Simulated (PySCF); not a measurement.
Molecule: `CCN(CC)CC`, C6H15N.

Mapped SMILES: `[CH3:1][CH2:2][N:3]([CH2:4][CH3:5])[CH2:6][CH3:7]`. Each H is labelled by its parent atom.

Geometry PBE0-D3(BJ)/def2-SVP throughout; GIAO in PySCF, gas phase, one conformer, non-relativistic; equivalent atoms averaged; functional PBE0.

Problem. How do the absolute shieldings σ depend on the basis set? (ppm; last column core-seconds on shared hosts with different chips, so compare them loosely)

Solution. 
```tsv
basis set	functions	C2/C4/C6	C1/C5/C7	N3	H(C2)/H(C4)/H(C6)	H(C1)/H(C5)/H(C7)	core-s
STO-3G	50	192.3	217.8	294.0	31.28	31.90	5.1
pcSseg-0	93	146.9	180.1	231.3	30.46	31.80	8
6-31G	93	155.5	187.3	224.5	29.87	31.51	11
6-31G*	128	150.1	182.3	224.4	29.31	31.02	15
cc-pVDZ	173	150.5	184.4	221.4	28.78	30.42	21
def2-SVP	173	149.6	182.8	226.3	28.95	30.51	19
pcSseg-1	194	138.0	172.6	209.1	28.79	30.31	29
6-311+G(2d,p)	279	140.6	175.4	204.8	28.90	30.61	47
aug-cc-pVDZ	296	149.8	183.9	214.6	28.71	30.42	46
def2-TZVP	307	139.6	175.0	207.1	28.86	30.57	50
```

Problem. Which nucleus moves most, in ppm?

Solution. N3 (amine nitrogen): from 204.8 ppm with 6-311+G(2d,p) to 294.0 ppm with STO-3G. The smallest spread is 1.59 ppm, at H(C1)/H(C5)/H(C7). Proton shifts span only some 12 ppm, so a few tenths of a ppm matter as much there as several ppm in carbon.

Problem. Taking the largest basis, def2-TZVP (307 functions), as the yardstick, rank the others by their worst heavy-atom deviation.

Solution. 6-311+G(2d,p) 2.3 ppm (279 functions), pcSseg-1 2.4 ppm (194 functions), aug-cc-pVDZ 10.2 ppm (296 functions), cc-pVDZ 14.3 ppm (173 functions), 6-31G* 17.3 ppm (128 functions), 6-31G 17.4 ppm (93 functions), def2-SVP 19.2 ppm (173 functions), pcSseg-0 24.1 ppm (93 functions), STO-3G 86.9 ppm (50 functions).

A small basis that lands close on one nucleus may do so by chance; judge by the trend and by all nuclei.
